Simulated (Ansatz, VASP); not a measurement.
# BN (Qingsongite): VASP beside Ansatz

INCAR

```
SYSTEM = BN
  PREC = Accurate
  ENCUT = 520
  EDIFF = 1E-6
  ISMEAR = 0
  SIGMA = 0.02
  LREAL = .FALSE.
  LASPH = .TRUE.
  NELM = 60
  ALGO = Normal
  ISIF = 2
  LWAVE = .FALSE.
  LCHARG = .FALSE.
  GGA = PE
  NBANDS = 11
```

Contents of KPOINTS:

```
regular mesh
0
G
  12 12 12
  0 0 0
```

File POSCAR:

```
BN
1.0
    0.0000000000      1.8478714735      1.8478714735
    1.8478714735      0.0000000000      1.8478714735
    1.8478714735      1.8478714735      0.0000000000
B N
1 1
Direct
    0.0000000000      0.0000000000      0.0000000000
    0.2500000000      0.2500000000      0.2500000000
```

Input for Ansatz:

```yaml
crystal:
  lattice:
    - [0.0, 1.8478714735, 1.8478714735]
    - [1.8478714735, 0.0, 1.8478714735]
    - [1.8478714735, 1.8478714735, 0.0]
  atoms:
    - { symbol: B, position: [0.0, 0.0, 0.0] }
    - { symbol: "N", position: [0.25, 0.25, 0.25] }
basis:
  ecutwfc: 420
kpoints:
  mp_grid: { grid: [12, 12, 12] }
hamiltonian:
  xc: pbe
scf:
  occupations: { method: gaussian, width: 0.02 }
output:
  forces: true
  stress: true
  eigenvalues: true
  write_density: true
  write_potential: true
  elf: true
  volumetric_format: npy
```

Alike in both runs: task single point; functional PBE; k mesh 12 × 12 × 12; occupations gaussian, width 0.02 eV; no spin polarisation.

```csv
,VASP,Ansatz
version,VASP 6.6.1,Ansatz 0.2.0
potentials or method,"VASP PAW PBE potentials, release 64 (B, N)","scalar-relativistic, plane waves, PAW"
plane-wave cutoff (eV),520,420
valence electrons in the cell,8,8
```

|  | VASP | Ansatz | Ansatz less VASP |
| --- | --- | --- | --- |
| gap on the k mesh at the Fermi level (eV) | 4.39 | 4.40 | +0.010 |
| least direct gap on the mesh (eV) | 8.51 | 8.51 | +0.009 |
| pressure (GPa) | -19.3 | -19.4 | -0.07 |

With one functional, cell and mesh, what is left measures potentials, basis and numerics.

Caveats: so large a pressure means that the cell lies far from this level's equilibrium, or that cutoff or potentials fall short (VASP). A k mesh can miss the band edges. A hybrid or GW would open this gap; PBE tends to underestimate it.
